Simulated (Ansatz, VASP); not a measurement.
**Sb in VASP and in Ansatz**

```
Sb
1.0
     3.08020    0.00000    0.00000
     0.00000    4.28876    0.00000
    -0.03839    0.00000    4.34631
Sb
2
Direct
  0.01139 0.25000 0.24117
  0.98861 0.75000 0.75883
```

Change from the starting cell: volume scaled by 0.96.

Alike in both runs: task single point; functional LDA; k mesh 9 × 6 × 6; occupations fermi-dirac, width 0.05 eV; no spin polarisation.

|  | VASP | Ansatz |
| --- | --- | --- |
| version | VASP 6.6.1 | Ansatz 0.2.0 |
| potentials or method | VASP PAW LDA potentials, release 64 (Sb), cutoff 520 eV | all-electron LAPW, scalar-relativistic |

|  | VASP | Ansatz | Ansatz less VASP |
| --- | --- | --- | --- |
| gap on the k mesh at the Fermi level (eV) | none | none | - |
| pressure (GPa) | -1.0 | -1.1 | -0.17 |
| largest component of the traceless stress (GPa) | 0.24 | 0.26 | +0.022 |
| rms of the force components (eV/Å) | 0.055 | 0.046 | -0.0087 |

Atom by atom the forces differ by 0.009 eV/Å (rms over components). A gap of «none» marks a metal or a gap that the smearing closes. Ansatz ran all-electron here, so the differences hold the error of VASP's frozen core and of both bases.

Spin-orbit coupling is left out, which matters for the levels of Sb.
